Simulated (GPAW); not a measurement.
Runs of GPAW 26.7.0 on NaCl. The structure is cubic, space group Pm-3m (No. 221). The conventional cell has a = 3.502 Å, b = 3.502 Å, c = 3.502 Å, α = 90.00°, β = 90.00°, γ = 90.00°. Cl (site symmetry m-3m) has 8 Na at 3.03 Å as nearest neighbours. Around Na (site symmetry m-3m) lie 8 Cl at 3.03 Å. Measurements of this composition are mostly on another form, of space group No. 225.

```csv
task,level,potentials or basis,cell,k mesh,smearing,eigensolver,band path,band points,optimizer,fmax,gap on the mesh (eV),pressure (GPa)
band structure,BLYP,"PAW data sets generated in the run's folder for this functional, pw",as given,8 × 8 × 8,fermi-dirac 0.05 eV,davidson,"GXMGRX,MR",80,-,-,4.03,(a)
relaxation of cell and atoms,RPBE,"the program's PAW data sets (release 1.2.1) made for this functional, pw",relaxed,8 × 8 × 8,fermi-dirac 0.05 eV,-,-,-,LBFGS,0.02 eV/Å,4.04,0.1
single point,PBE,"GPAW PAW data sets (gpaw-data 1.2.1), pw",as given,8 × 8 × 8,gaussian 0.017 eV,-,-,-,-,-,3.98,0.1
single point,PBE,"GPAW PAW data sets (gpaw-data 1.2.1), pw",as given,8 × 8 × 8,gaussian 0.019 eV,-,-,-,-,-,3.98,0.1
```

Alike in all rows: no spin polarisation; cutoff (eV) 800.

Problem. Fill in the values left out.

Solution. (a) 1.2.

Caveats: later steps reuse the first step's grids (some runs).

A k mesh can miss the band edges.
